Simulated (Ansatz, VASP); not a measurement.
**One calculation of CuI (Marshite), two programs**

File INCAR:

```
SYSTEM = CuI
PREC = Accurate ; ENCUT = 520
EDIFF = 1E-6 ; ISMEAR = 0
SIGMA = 0.01 ; LREAL = .False.
LASPH = .True. ; NELM = 60
ALGO = Normal ; ISIF = 2
LWAVE = .False. ; LCHARG = .False.
GGA = CA ; NBANDS = 16
```

File KPOINTS:

```
Automatic mesh
0
Gamma
  6 6 6
  0 0 0
```

Contents of POSCAR:

```
CuI
1.0
    2.9309887319      2.9309887319      0.0000000000
   -2.9309887319      2.9309887319      0.0000000000
    0.0000000000      2.9309887319      2.9309887319
Cu I
1 1
Direct
    0.7500000000      0.2500000000      0.5000000000
    0.0000000000      0.0000000000      0.0000000000
```

Input for Ansatz:

```yaml
crystal:
  lattice:
    - [2.93098873189, 2.93098873189, 0.0]
    - [-2.93098873189, 2.93098873189, 0.0]
    - [0.0, 2.93098873189, 2.93098873189]
  atoms:
    - { symbol: Cu, position: [0.75, 0.25, 0.5] }
    - { symbol: I, position: [0.0, 0.0, 0.0] }
kpoints:
  mp_grid: { grid: [6, 6, 6] }
scf:
  occupations: { method: fixed }
hamiltonian:
  xc: lda
  pseudopotentials: { kind: all_electron, lapw: { basis_error: 0.001 } }
output:
  forces: true
  stress: true
  eigenvalues: true
  eigenstates:
    nscf_kmesh: { grid: [10, 10, 10] }
    de_dk: true
    e_range: [-9, 11.22085421285]
checkpoint:
  write: ck
  write_wavefunctions: false
```

Alike in both runs: task single point; functional LDA; k mesh 6 × 6 × 6; no spin polarisation.

|  | VASP | Ansatz |
| --- | --- | --- |
| version | VASP 6.6.1 | Ansatz 0.2.0 |
| potentials or method | VASP PAW LDA potentials, release 64 (Cu, I) | all-electron LAPW, scalar-relativistic |
| plane-wave cutoff (eV) | 520 | see its input |
| occupations | gaussian, width 0.01 eV | fixed |

```csv
,VASP,Ansatz,Ansatz less VASP
gap on the k mesh at the Fermi level (eV),1.28,1.22,-0.064
pressure (GPa),0.3,0.0,-0.22
```

Ansatz ran all-electron here, so the differences hold the error of VASP's frozen core and of both bases.

Caveats: spin-orbit coupling is left out, which moves the levels of the heavy elements. A hybrid or GW would open this gap; LDA tends to underestimate it.
